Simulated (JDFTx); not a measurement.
# ZrN: equation of state with PBEsol

ZrN:

```
CELL_PARAMETERS angstrom
0.00000 2.30000 2.30000
2.30000 0.00000 2.30000
2.30000 2.30000 0.00000
ATOMIC_POSITIONS crystal
Zr 0.50000 0.50000 0.50000
N 0.00000 0.00000 0.00000
```

```
Program             : JDFTx 1.7.0 (patched build)
Task                : equation of state
Functional          : PBEsol
Potentials or basis : PseudoDojo-SR-PBEsol-0.4.1-standard with smoothed tails
Cutoff              : 1143 eV
Density cutoff      : 9143 eV
k mesh              : 10 × 10 × 10
Occupations         : fermi-dirac, width 0.05 eV
Spin                : no spin polarisation
```

```json
{
  "Equilibrium volume": "11.80 Å³/atom",
  "Bulk modulus": "268 GPa",
  "Pressure derivative of the bulk modulus": "4.3"
}
```

Energy against volume, from the lowest point:
```tsv
volume (Å³/atom)	energy (meV/atom)
11.437	9.17
11.680	0.14
11.924	0.00
12.167	7.83
12.410	22.80
12.654	44.17
12.897	71.28
```
